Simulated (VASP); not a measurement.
C (strained diamond): one PBE single-point calculation in two programs

```
C
1.0
     0.00000    1.78012    1.71123
     1.78012    0.00000    1.71123
     1.78012    1.78012    0.00000
C
2
Direct
  0.00000 0.00000 0.00000
  0.25000 0.25000 0.25000
```

Each program uses its own PAW datasets. VASP's cell holds 8 valence electrons and Ansatz's 8. Ansatz's stress includes a Pulay correction; VASP's doesn't.

Cutoffs: 520 eV in VASP, 420 eV in Ansatz. k meshes: 12×12×12 and 12×12×12.

```json
{"": "gap between bands v and c", "VASP": "3.20 eV", "Ansatz": "3.20 eV"}
{"": "least direct gap", "VASP": "5.00 eV", "Ansatz": "5.01 eV"}
{"": "pressure", "VASP": "24.1 GPa", "Ansatz": "23.2 GPa"}
```

Band v is the last that the valence electrons fill when counted band by band, and c is the next. Levels in eV from the top of v, Ansatz:

```
point     v−1      v      c    c+1
    Γ   -0.59   0.00   5.01   5.51
    X   -6.76  -6.76   4.80   4.80
    K  -10.05  -6.41   4.77   9.91
    L   -3.67  -2.96   7.94   8.08
    W   -9.06  -9.06  10.06  10.06
```

VASP:

| point | v−1 | v | c | c+1 |
| --- | --- | --- | --- | --- |
| Γ | -0.59 | 0.00 | 5.00 | 5.50 |
| X | -6.75 | -6.75 | 4.79 | 4.79 |
| K | -10.05 | -6.40 | 4.77 | 9.91 |
| L | -3.66 | -2.95 | 7.94 | 8.07 |
| W | -9.05 | -9.05 | 10.06 | 10.06 |
